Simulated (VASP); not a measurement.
A run of VASP 6.6.1 is set up as follows.

File INCAR:

```
ALGO = Fast
EDIFF = 1E-7
ENCUT = 520
GGA = PE
ISIF = 2
ISMEAR = 0
LASPH = True
LCHARG = False
LREAL = False
LWAVE = False
NBANDS = 24
NELM = 100
PREC = Accurate
SIGMA = 0.15
```

File KPOINTS:

```
k-points
0
Gamma
  18 18 10
```

POSCAR

```
ZrC
1.0
    3.5636796806      0.0000000000      0.0000000000
   -1.7818398403      3.0862371344      0.0000000000
    0.0000000000      0.0000000000      4.7398955605
Zr C
2 2
Direct
    0.3333333333      0.6666666667      0.2500000000
    0.6666666667      0.3333333333      0.7500000000
    0.0000000000      0.0000000000      0.0000000000
    0.0000000000      0.0000000000      0.5000000000
```

Potentials or basis: VASP PAW PBE potentials, release 64 (Zr_sv, C).

Launch:

```bash
$ cat potpaw_PBE.64/Zr_sv/POTCAR potpaw_PBE.64/C/POTCAR > POTCAR
$ mpirun -np 1 vasp_std > vasp.out
```

Problem. Estimate the pressure.

Solution. -1.2 GPa.

Problem. What does it give for the band gap on the k mesh?

Solution. None (metal or under the smearing width).

Stress tensor (GPa, compression positive):
```
-11.19   0.00   0.00
  0.00 -11.19   0.00
  0.00   0.00  18.75
```
